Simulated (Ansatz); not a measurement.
# K (sc type): how the settings move a single-point run

Question: which choices in the input matter for K (sc type)?

Method: reference: DFT, PBEsol, all-electron LAPW, scalar-relativistic, in Ansatz 0.2.0.

2 further runs of the same task are left out: 2 that didn't finish. Runs told in other sessions of the task aren't counted.

## 1. The system as given

Symmetry: Pm-3m, No. 221, cubic system. Conventional cell: a = 3.422 Å, b = 3.422 Å, c = 3.422 Å, α = 90.00°, β = 90.00°, γ = 90.00°. Around K (site symmetry m-3m) lie 6 K at 3.42 Å.

Structure file:

```xyz
1
Lattice="3.4215 0.0000 0.0000 0.0000 3.4215 0.0000 0.0000 0.0000 3.4215" Properties=species:S:1:pos:R:3 pbc="T T T"
K     0.0000    0.0000    0.0000
```

## 2. Baseline

Contents of input.yaml:

```yaml
crystal:
  lattice:
    - [3.4215185623, 0.0, 0.0]
    - [0.0, 3.4215185623, 0.0]
    - [0.0, 0.0, 3.4215185623]
  atoms:
    - { symbol: K, position: [0.0, 0.0, 0.0] }
kpoints:
  mp_grid: { grid: [9, 9, 9] }
scf:
  occupations: { method: fermi_dirac, width: 0.1 }
hamiltonian:
  xc: pbesol
  pseudopotentials: { kind: all_electron, lapw: { basis_error: 0.001 } }
output:
  forces: true
  stress: true
  eigenvalues: true
  populations: true
```

Started as:

```console
> ansatz run input.yaml --threads 1 --pin off --max-ram 2048MiB --backend cpu --events-out ev --progress --plain --runs-dir out
```

## 3. Changing settings: n_extra_bands 2, xc revpbe

input.yaml, as its differences from that of step 2:

```diff
@@ -11,4 +11,5 @@
   occupations: { method: fermi_dirac, width: 0.1 }
+  n_extra_bands: 2
 hamiltonian:
-  xc: pbesol
+  xc: revpbe
   pseudopotentials: { kind: all_electron, lapw: { basis_error: 0.001 } }
```

Q: Predict the outcome of this session. Wanted: for each run, ending; energy change; pressure; gap; force.

As calculated:

```csv
run,ending,energy change,pressure (GPa),gap (eV),force (eV/Å),cycles,time
reference,converged,-,6.0,0.00,0.00,5,1.4 s
"1: n_extra_bands 2, xc revpbe",converged,not comparable,7.4,0.00,0.00,5,1.4 s
```

Residual by cycle in the longest SCF loop of each run; runs are numbered as in the table. The quantity is the density residual dr2, in eV.

```csv
cycle,reference,run 1
1,0.0286,0.0344
2,0.0153,0.0194
3,9.8e-4,9.6e-4
4,9.1e-7,1.2e-6
5,9.5e-9,7.7e-8
```

**Reading.** Total energies don't compare across a change of functional; the pressure goes from 6.0 to 7.4 GPa. At this fixed cell a higher pressure means that this functional prefers a larger volume than the reference.
